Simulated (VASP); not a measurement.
# MnS (F-43m) in VASP: single point with PBE

Aim: the single point of MnS with PBE.

Program: VASP 6.6.1. These are calculated values, not measurements. Logs are shortened: lines on timing, memory, paths and dates and some standing lists are left out, and cuts for length are marked.

**1. Starting point**

It takes space group F-43m (No. 216, cubic). The conventional cell has a = 5.783 Å, b = 5.783 Å, c = 5.783 Å, α = 90.00°, β = 90.00°, γ = 90.00°. Around Mn (site symmetry -43m) lie 4 S at 2.50 Å. Around S (site symmetry -43m) lie 4 Mn at 2.50 Å.

The cell was built by a generator and needn't be a form met in nature.

**2. Single point, PBE, collinear spin, typed start**

INCAR reads:

```
ALGO = Fast
EDIFF = 1E-6
ENCUT = 520
GGA = PE
ISIF = 2
ISMEAR = 0
ISPIN = 2
LASPH = True
LCHARG = False
LMAXMIX = 4
LORBIT = 11
LREAL = False
LWAVE = False
MAGMOM = 5 -5 0 0
NBANDS = 31
NELM = 150
PREC = Accurate
SIGMA = 0.1
```

KPOINTS reads:

```
k-points
0
Gamma
  6 6 4
```

POSCAR reads:

```
MnS
1.0
    2.8913572300      2.8913572300      0.0000000000
   -2.8913572300      2.8913572300      0.0000000000
    0.0000000000      0.0000000000      5.7827144500
Mn S
2 2
Direct
    0.0000000000      0.0000000000      0.0000000000
    0.5000000000      0.5000000000      0.5000000000
    0.5000000000      0.0000000000      0.2500000000
    0.0000000000      0.5000000000      0.7500000000
```

Potentials or basis: VASP PAW PBE potentials, release 64 (Mn_pv, S).

Command:

```bash
cat potpaw_PBE.64/Mn_pv/POTCAR potpaw_PBE.64/S/POTCAR > POTCAR
mpirun -np 1 vasp_std > vasp.out
```

OUTCAR:

```text
EDIFF = 1E-6
   ENCUT = 520
   GGA = PE
   ISIF = 2
   ISMEAR = 0
   ISPIN = 2
   LASPH = True
   LORBIT = 11
   LREAL = False
   NELM = 150
   PREC = Accurate

 ion  position               nearest neighbor table
   1  0.000  0.000  0.000-   3 2.50   4 2.50   4 2.50   3 2.50
   2  0.500  0.500  0.500-   3 2.50   4 2.50   3 2.50   4 2.50
   3  0.500  0.000  0.250-   1 2.50   2 2.50   2 2.50   1 2.50
   4  0.000  0.500  0.750-   1 2.50   2 2.50   1 2.50   2 2.50

  LATTYP: Found a simple tetragonal cell.
 ALAT       =     4.0889966083
 C/A-ratio  =     1.4142135599

  Lattice vectors:

 A1 = (   2.8913572300,   2.8913572300,   0.0000000000)
 A2 = (  -2.8913572300,   2.8913572300,   0.0000000000)
 A3 = (   0.0000000000,   0.0000000000,   5.7827144500)

Analysis of symmetry for initial positions (statically):
=====================================================================
 Subroutine PRICEL returns following result:

  LATTYP: Found a face centered cubic cell.
 ALAT       =     5.7827144550

  Lattice vectors:

 A1 = (   0.0000000000,  -2.8913572300,  -2.8913572250)
 A2 = (   2.8913572300,   0.0000000000,  -2.8913572250)
 A3 = (   2.8913572300,  -2.8913572300,   0.0000000000)

   2 primitive cells build up your supercell.

 Routine SETGRP: Setting up the symmetry group for a
 simple tetragonal supercell.

 Subroutine GETGRP returns: Found  8 space group operations
 (whereof  8 operations were pure point group operations)
 out of a pool of 16 trial point group operations.

The static configuration has the point symmetry D_2d.

Analysis of symmetry for dynamics (positions and initial velocities):
=====================================================================
 Subroutine PRICEL returns following result:

  LATTYP: Found a face centered cubic cell.
 ALAT       =     5.7827144550

  Lattice vectors:

 A1 = (   0.0000000000,  -2.8913572300,  -2.8913572250)
 A2 = (   2.8913572300,   0.0000000000,  -2.8913572250)
 A3 = (   2.8913572300,  -2.8913572300,   0.0000000000)

   2 primitive cells build up your supercell.

 Routine SETGRP: Setting up the symmetry group for a
 simple tetragonal supercell.

 Subroutine GETGRP returns: Found  8 space group operations
 (whereof  8 operations were pure point group operations)
 out of a pool of 16 trial point group operations.

The dynamic configuration has the point symmetry D_2d.

Analysis of structural, dynamic, and magnetic symmetry:
=====================================================================
 Subroutine PRICEL returns following result:

  LATTYP: Found a face centered cubic cell.
 ALAT       =     5.7827144550

  Lattice vectors:

 A1 = (   0.0000000000,  -2.8913572300,  -2.8913572250)
 A2 = (   2.8913572300,   0.0000000000,  -2.8913572250)
 A3 = (   2.8913572300,  -2.8913572300,   0.0000000000)

   2 primitive cells build up your supercell.

 Routine SETGRP: Setting up the symmetry group for a
 simple tetragonal supercell.

 Subroutine GETGRP returns: Found  8 space group operations
 (whereof  8 operations were pure point group operations)
 out of a pool of 16 trial point group operations.

The overall configuration has the point symmetry D_2d.

 Subroutine INISYM returns: Found  8 space group operations
 (whereof  8 operations are pure point group operations),
 and found     2 'primitive' translations

----------------------------------------------------------------------------------------

                                     Primitive cell

  volume of cell :      48.3432

  direct lattice vectors                    reciprocal lattice vectors
     0.000000000 -2.891357230 -2.891357225    -0.172929168 -0.172929168 -0.172929168
     2.891357230  0.000000000 -2.891357225     0.172929168  0.172929168 -0.172929168
     2.891357230 -2.891357230  0.000000000     0.172929168 -0.172929168  0.172929168

  length of vectors
     4.088996605  4.088996605  4.088996608     0.299522105  0.299522105  0.299522105

  position of ions in fractional coordinates (direct lattice)
     0.000000000  0.000000000  0.000000000
     0.250000000  0.250000000  0.250000000

  ion indices of the primitive-cell ions
   primitive index   ion index
                 1           1
                 2           3

----------------------------------------------------------------------------------------

 KPOINTS: k-points

Automatic generation of k-mesh.
 Grid dimensions read from file:
 generate k-points for:    6    6    4

 Generating k-lattice:

  Cartesian coordinates                     Fractional coordinates (reciprocal lattice)
     0.028821528  0.028821528  0.000000000     0.166666667  0.000000000  0.000000000
    -0.028821528  0.028821528  0.000000000     0.000000000  0.166666667  0.000000000
     0.000000000  0.000000000  0.043232292     0.000000000  0.000000000  0.250000000

  Length of vectors
     0.040759796  0.040759796  0.043232292

  Shift w.r.t. Gamma in fractional coordinates (k-lattice)
     0.000000000  0.000000000  0.000000000

 Subroutine IBZKPT returns following result:
 ===========================================

 Found     30 irreducible k-points:

 Following reciprocal coordinates:
            Coordinates               Weight
  0.000000  0.000000  0.000000      1.000000
  0.166667  0.000000  0.000000      4.000000
  0.333333  0.000000  0.000000      4.000000
  0.500000  0.000000  0.000000      2.000000
  0.166667  0.166667  0.000000      4.000000
  0.333333  0.166667  0.000000      8.000000
[... 16 lines left out ...]
  0.333333  0.000000  0.500000      4.000000
  0.500000  0.000000  0.500000      2.000000
 [... further k-points ...]
   k-points           NKPTS =     30   k-points in BZ     NKDIM =     30   number of bands    NBANDS=     31
   number of dos      NEDOS =    301   number of ions     NIONS =      4
   total plane-waves  NPLWV =  43200
   dimension x,y,z NGX =    30 NGY =   30 NGZ =   48
   dimension x,y,z NGXF=    60 NGYF=   60 NGZF=   96
   ions per type =               2   2
   NGX,Y,Z   is equivalent  to a cutoff of  12.20, 12.20, 13.80 a.u.
   NGXF,Y,Z  is equivalent  to a cutoff of  24.39, 24.39, 27.60 a.u.
 SYSTEM =  unknown system
   PREC   = accura    normal or accurate (medium, high low for compatibility)
   ISTART =      0    job   : 0-new  1-cont  2-samecut
   ICHARG =      2    charge: 1-file 2-atom 10-const
   ISPIN  =      2    spin polarized calculation?
   LNONCOLLINEAR =      F non collinear calculations
   LSORBIT =      F    spin-orbit coupling
   LASPH  =      T    aspherical Exc in radial PAW
   ENCUT  =  520.0 eV  38.22 Ry    6.18 a.u.   7.60  7.60 10.75*2*pi/ulx,y,z
   NELM   =    150;   NELMIN=  2; NELMDL= -5     # of ELM steps
   EDIFF  = 0.1E-05   stopping-criterion for ELM
   LREAL  =      F    real-space projection
[... 7 lines left out ...]
   TEBEG  =    0.0;   TEEND  =   0.0 temperature during run
   PSTRESS=    0.0 pullay stress
   NELECT =      38.0000    total number of electrons
   NUPDOWN=      -1.0000    fix difference up-down
   EMIN   =  10.00;   EMAX   =-10.00  energy-range for DOS
   EFERMI =   0.00;   METHOD = LEGACY
   ISMEAR =     0;   SIGMA  =   0.10  broadening in eV -4-tet -1-fermi 0-gaus
   EFERMI_NEDOS =   21; number of points for ismear=-14 and -15
   IALGO  =     68    algorithm
   IMIX   =      4    mixing-type and parameters
     AMIX     =   0.40;   BMIX     =  1.00
     AMIX_MAG =   1.60;   BMIX_MAG =  1.00
  volume/ion in A,a.u.               =      24.17       163.12
  Fermi-wavevector in a.u.,A,eV,Ry     =   1.199171  2.266104 19.565313  1.438010
  Thomas-Fermi vector in A             =   2.335040
   LORBIT       =     11    0 simple, 1 ext, 2 COOP (PROOUT), +10 PAW based schemes
   GGA     = PE    functional components
   LHFCALC =     F    Hartree Fock is set to
   AEXX    =    0.0000 exact exchange contribution
   IVDW    =     0    specifies the selected vdW correction
   LEPSILON=     F    determine dielectric tensor
   LRPA    =     F    only Hartree local field effects (RPA)
 spin polarized calculation
 RMM-DIIS sequential band-by-band and
 Gauss-broadening in eV      SIGMA  =   0.10
  energy-cutoff  :      520.00
  volume of cell :       96.69
 maximum number of plane-waves:      2632
   NGX = 15   NGY = 15   NGZ = 21

 number of electron      38.0000013 magnetization      -0.0000000

 number of electron      38.0000013 magnetization       0.0000000

 Free energy of the ion-electron system (eV)
  ---------------------------------------------------
  ext. energy  EPLUGINS =         0.00000000
  ---------------------------------------------------
  free energy    TOTEN  =       -28.48378771 eV

  energy without entropy =      -28.48378771  energy(sigma->0) =      -28.48378771

 E-fermi :   3.1972     XC(G=0):  -8.8923

 val. band max:        2.6901969301   @ k =   0.0000   0.0000   0.5000
 cond. band min:       4.3544910638   @ k =   0.5000   0.3333   0.0000
 fundamental gap:      1.6642941337
 Fermi energy:         3.1972261105

 spin component 1

 k-point     1 :       0.0000    0.0000    0.0000
  band No.  band energies     occupation
      1     -47.0293      1.00000
      2     -47.0022      1.00000
      3     -47.0022      1.00000
      4     -42.4810      1.00000
      5     -42.4810      1.00000
      6     -42.4738      1.00000
[... 23 lines left out ...]
     30       9.9050      0.00000
     31      12.3799      0.00000

 k-point     2 :       0.1667    0.0000    0.0000
  band No.  band energies     occupation
      1     -47.0293      1.00000
      2     -47.0025      1.00000
      3     -47.0022      1.00000
      4     -42.4814      1.00000
      5     -42.4810      1.00000
      6     -42.4738      1.00000
[... 23 lines left out ...]
     30      10.2138      0.00000
     31      11.9457      0.00000

 k-point     3 :       0.3333    0.0000    0.0000
  band No.  band energies     occupation
      1     -47.0293      1.00000
      2     -47.0030      1.00000
      3     -47.0022      1.00000
      4     -42.4821      1.00000
      5     -42.4810      1.00000
      6     -42.4737      1.00000
[... 703 lines left out ...]
     30      10.4752      0.00000
     31      10.5949      0.00000

 k-point    24 :       0.5000    0.0000    0.5000
  band No.  band energies     occupation
      1     -47.0293      1.00000
      2     -47.0032      1.00000
      3     -47.0022      1.00000
      4     -42.4825      1.00000
      5     -42.4809      1.00000
      6     -42.4737      1.00000
[... 23 lines left out ...]
     30      10.5222      0.00000
     31      10.6489      0.00000

 [... further k-points ...]

 spin component 2

 k-point     1 :       0.0000    0.0000    0.0000
  band No.  band energies     occupation
      1     -47.0293      1.00000
      2     -47.0022      1.00000
      3     -47.0022      1.00000
      4     -42.4810      1.00000
      5     -42.4810      1.00000
      6     -42.4738      1.00000
[... 23 lines left out ...]
     30       9.9050      0.00000
     31      12.3799      0.00000

 k-point     2 :       0.1667    0.0000    0.0000
  band No.  band energies     occupation
      1     -47.0293      1.00000
      2     -47.0025      1.00000
      3     -47.0022      1.00000
      4     -42.4814      1.00000
      5     -42.4810      1.00000
      6     -42.4738      1.00000
[... 23 lines left out ...]
     30      10.2138      0.00000
     31      11.9456      0.00000

 k-point     3 :       0.3333    0.0000    0.0000
  band No.  band energies     occupation
      1     -47.0293      1.00000
      2     -47.0030      1.00000
      3     -47.0022      1.00000
      4     -42.4821      1.00000
      5     -42.4810      1.00000
      6     -42.4737      1.00000
[... 703 lines left out ...]
     30      10.4267      0.00000
     31      10.6005      0.00000

 k-point    24 :       0.5000    0.0000    0.5000
  band No.  band energies     occupation
      1     -47.0293      1.00000
      2     -47.0032      1.00000
      3     -47.0022      1.00000
      4     -42.4825      1.00000
      5     -42.4809      1.00000
      6     -42.4737      1.00000
[... 23 lines left out ...]
     30      10.5194      0.00000
     31      10.6486      0.00000

 [... further k-points ...]
[... 5 lines left out ...]
  --------------------------------------------------------------------------------------
  -------------------------------------------------------------------------------------
  Total       -3.9084232     -3.9084232     -4.1323572      0.0000000     -0.0000000      0.0000000
  in kB      -64.7659756    -64.7659756    -68.4767573      0.0000000     -0.0000000      0.0000000
  external PRESSURE =     -66.0029029 kB  Pullay stress =       0.0000000 kB

 VOLUME and BASIS-vectors are now :
 -----------------------------------------------------------------------------
  energy-cutoff  :      520.00
  volume of cell :       96.69
      direct lattice vectors                 reciprocal lattice vectors
     2.891357230  2.891357230  0.000000000     0.172929168  0.172929168  0.000000000
    -2.891357230  2.891357230  0.000000000    -0.172929168  0.172929168  0.000000000
     0.000000000  0.000000000  5.782714450     0.000000000  0.000000000  0.172929168

 POSITION                                       TOTAL-FORCE (eV/Angst)
 -----------------------------------------------------------------------------------
      0.00000      0.00000      0.00000         0.000000      0.000000      0.000000
      0.00000      2.89136      2.89136        -0.000000     -0.000000     -0.000000
      1.44568      1.44568      1.44568        -0.000000     -0.000000      0.000000
     -1.44568      1.44568      4.33704        -0.000000     -0.000000      0.000000
 -----------------------------------------------------------------------------------
    total drift:                               -0.000000      0.000000      0.000000

  FREE ENERGIE OF THE ION-ELECTRON SYSTEM (eV)
  ---------------------------------------------------
  free  energy   TOTEN  =       -28.4837877098 eV

  energy  without entropy=      -28.4837877098  energy(sigma->0) =      -28.48378771

 total charge

# of ion       s       p       d       tot
------------------------------------------
    1        0.237   6.167   4.904  11.307
    2        0.237   6.167   4.904  11.307
    3        1.315   2.400   0.000   3.714
    4        1.315   2.400   0.000   3.714
--------------------------------------------------
tot          3.103  17.133   9.808  30.043

 magnetization (x)

# of ion       s       p       d       tot
------------------------------------------
    1        0.031   0.039   4.172   4.243
    2       -0.031  -0.039  -4.172  -4.243
    3        0.000   0.000   0.000   0.000
    4        0.000   0.000   0.000   0.000
--------------------------------------------------
tot          0.000   0.000   0.000   0.000
```

It took 79 s on 1 thread of Intel Xeon 6975P-C (Granite Rapids), shared host; peak memory 0.3 GiB.

Results:

- Free energy: -28.4838 eV
- Pressure: -6.6 GPa
- Band gap on the k mesh: 1.66 eV
- Net moment: 0.00 μB per cell
- Site moments: Mn +4.24, -4.24; S +0.00 μB
- Valence electrons inside the program's atomic spheres: Mn 11.31; S 3.71

Levels at points of the mesh, in eV from the valence-band top:
Spin up:
| k point | band 16 | band 17 | band 18 | band 19 | band 20 | band 21 | band 22 | band 23 |
| --- | --- | --- | --- | --- | --- | --- | --- | --- |
| (0.00, 0.00, 0.00) | -1.83 | -0.60 | -0.11 | -0.11 | 1.75 | 2.07 | 2.19 | 2.64 |
| (0.50, 0.00, 0.00) | -1.36 | -1.25 | -0.84 | -0.33 | 2.01 | 2.19 | 2.25 | 2.35 |
| (0.50, 0.50, 0.00) | -1.55 | -1.48 | -1.48 | -1.07 | 1.70 | 1.70 | 1.79 | 2.15 |
| (0.00, 0.00, 0.50) | -1.88 | -0.72 | 0.00 | 0.00 | 2.01 | 2.07 | 2.56 | 2.88 |
| (0.50, 0.00, 0.50) | -1.33 | -1.05 | -0.34 | -0.15 | 1.99 | 2.13 | 2.25 | 2.68 |
| (0.50, 0.50, 0.50) | -1.70 | -1.70 | -1.57 | -1.21 | 1.79 | 1.79 | 2.17 | 2.19 |
Spin down:
```csv
k point,band 17,band 18,band 19,band 20,band 21,band 22
"(0.00, 0.00, 0.00)",-0.60,-0.11,-0.11,1.75,2.07,2.19
"(0.50, 0.00, 0.00)",-1.25,-0.84,-0.33,2.01,2.19,2.25
"(0.50, 0.50, 0.00)",-1.48,-1.48,-1.07,1.70,1.70,1.79
"(0.00, 0.00, 0.50)",-0.72,0.00,0.00,2.01,2.07,2.56
"(0.50, 0.00, 0.50)",-1.05,-0.34,-0.15,1.99,2.13,2.25
"(0.50, 0.50, 0.50)",-1.70,-1.57,-1.21,1.79,1.79,2.17
```

A k mesh can miss the band edges. A hybrid or GW would open this gap; PBE tends to underestimate it.
